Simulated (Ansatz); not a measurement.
A run of Ansatz 0.2.0:

File input.yaml:

```yaml
crystal:
  lattice:
    - [1.57900017, 0.91163617, 6.16332915]
    - [-1.57900017, 0.91163617, 6.16332915]
    - [0.0, -1.82327234, 6.16332915]
  atoms:
    - { symbol: W, position: [0.0, 0.0, 0.0], spin: 0.5 }
    - { symbol: S, position: [0.7503, 0.7503, 0.7503] }
    - { symbol: S, position: [0.581, 0.581, 0.581] }
hamiltonian:
  xc: r2scan
  pseudopotentials: { kind: paw }
magnetization:
  spin_polarized: true
kpoints:
  mp_grid: { grid: [7, 7, 7] }
scf:
  occupations: { method: gaussian, width: 0.05 }
output:
  forces: true
  stress: true
  eigenvalues: true
```

Potentials or basis: Ansatz PAW.

Command:

```sh
$ ansatz run input.yaml --threads 2 --pin off --max-ram 5632MiB --backend cpu --events-out ev --progress --plain --runs-dir out
```

Hardware: 2 threads of Intel(R) Xeon(R) Platinum 8488C (Sapphire Rapids) (shared host).

Q: How long does it take, and how much memory?

A: It took 10 s on 2 threads of Intel(R) Xeon(R) Platinum 8488C (Sapphire Rapids) (shared host), peak memory 0.61 GiB. Counts: scf iterations 16, plane waves 1349, k points 44, bands 18.
